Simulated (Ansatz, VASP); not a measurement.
Be2C in VASP and in Ansatz

```
C Be
1.0
     0.00000    2.16049    2.16049
     2.16049    0.00000    2.16049
     2.16049    2.16049    0.00000
C Be
1 2
Direct
  0.00000 0.00000 0.00000
  0.25000 0.25000 0.25000
  0.75000 0.75000 0.75000
```

Alike in both runs: task single point; functional PBE; k mesh 8 × 8 × 8; no spin polarisation.

|  | VASP | Ansatz |
| --- | --- | --- |
| version | VASP 6.6.1 | Ansatz 0.2.0 |
| potentials or method | VASP PAW PBE potentials, release 64 (C, Be) | plane waves |
| plane-wave cutoff (eV) | 520 | 420 |
| occupations | gaussian, width 0.01 eV | fixed |
| valence electrons in the cell | 8 | 8 |

VASP gave:

- gap on the k mesh at the Fermi level (eV): 1.16
- pressure (GPa): 1.4

Estimate Ansatz's values.

gap on the k mesh at the Fermi level (eV): 1.17; pressure (GPa): 1.0.

A k mesh can miss the band edges. PBE gaps usually lie below the measured ones, often by a third to a half.
